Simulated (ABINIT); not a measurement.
Crystal: GaN.

```
Ga N
1.0
     0.00000    2.25350    2.25350
     2.25350    0.00000    2.25350
     2.25350    2.25350    0.00000
Ga N
1 1
Direct
  0.00000 0.00000 0.00000
  0.25000 0.25000 0.25000
```

The cell is a database's computed one.

Base run:

| Property | Result |
| --- | --- |
| Program | ABINIT 10.8.3 (patched build) |
| Functional | SOGGA |
| Potentials or basis | JTH PAW PBE v2.0 |
| Cutoff | 680 eV |
| k mesh | 10 × 10 × 10 |
| Occupations | fermi-dirac, width 0.05 eV |
| Spin | no spin polarisation |

Its results: band gap on the k mesh 1.62 eV, direct.

After a change of settings the same cell gave: band gap on the k mesh 1.67 eV, direct. Which change was it?
A. functional from SOGGA to BLYP
B. potentials or basis from JTH PAW PBE v2.0 to PseudoDojo NC SR PBEsol v0.4.1 standard; cutoff from 680 eV to 1143 eV
C. functional from SOGGA to revPBE; potentials or basis from JTH PAW PBE v2.0 to PseudoDojo NC SR PBE v0.4.1 standard; cutoff from 680 eV to 1143 eV

B.
